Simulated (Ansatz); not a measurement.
Structure types of W were relaxed at one common pressure (all-electron LAPW in Ansatz 0.2.0 under PBE, scalar-relativistic, no spin polarisation, zero temperature). They take these volumes:

```csv
type,space group,V (Å³/atom)
fcc,Fm-3m,6.91
bcc,Im-3m,7.01
hcp,P6_3/mmc,6.93
sc,Pm-3m,7.32
simple hexagonal,P6/mmm,7.11
diamond,Fd-3m,8.28
```

**Question.** At about which pressure, and is the densest type also the lowest in enthalpy?

**Answer.** 1300 GPa. The densest types tie within 0.02 Å³/atom, and fcc is the lowest in enthalpy.
